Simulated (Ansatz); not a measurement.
Runs of Ansatz 0.2.0 on CdF2. It takes space group Fm-3m (No. 225, cubic). The conventional cell has a = 5.388 Å, b = 5.388 Å, c = 5.388 Å, α = 90.00°, β = 90.00°, γ = 90.00°. Around Cd (site symmetry m-3m) lie 8 F at 2.33 Å. Around F (site symmetry -43m) lie 4 Cd at 2.33 Å. 

```csv
task,level,cell,smearing,gap on the mesh (eV),pressure (GPa),relaxed volume (Å³/atom)
relaxation of cell and atoms,revPBE+D4,relaxed,fermi-dirac 0.05 eV,3.11,0.0,13.68
single point,PBE,as given,gaussian 0.029 eV,3.13,5.5,-
relaxation of cell and atoms,BLYP+D4,relaxed,fermi-dirac 0.05 eV,3.01,0.0,13.60
relaxation of cell and atoms,BLYP+D3(BJ),relaxed,fermi-dirac 0.05 eV,3.03,0.0,(b)
relaxation of cell and atoms,revPBE+D3(BJ),relaxed,fermi-dirac 0.05 eV,3.11,0.0,13.68
relaxation of cell and atoms,RPBE+D3(BJ),relaxed,fermi-dirac 0.05 eV,(a),0.0,13.11
single point,PBE,as given,gaussian 0.03 eV,3.13,5.5,-
relaxation of cell and atoms,RPBE+D4,relaxed,fermi-dirac 0.05 eV,3.13,0.0,13.77
```

Alike in all rows: potentials or basis Ansatz PAW; no spin polarisation; k mesh 9 × 9 × 9; cutoff (eV) 420.

Task: Fill in the values left out.

Result: (a) 3.31; (b) 13.53.

Caveats: odd divisions of the mesh miss points on the zone boundary, where band edges often lie, so the gap on the mesh can be too wide; the plane-wave basis is chosen anew once the cell has moved, so the energies of steps on either side of that aren't comparable (some runs); the PAW data sets come from PBE, with cores solved anew for the run's functional, which leaves a small shift of forces and pressure (some runs).

A k mesh can miss the band edges, and the runs leave out spin-orbit coupling on Cd.
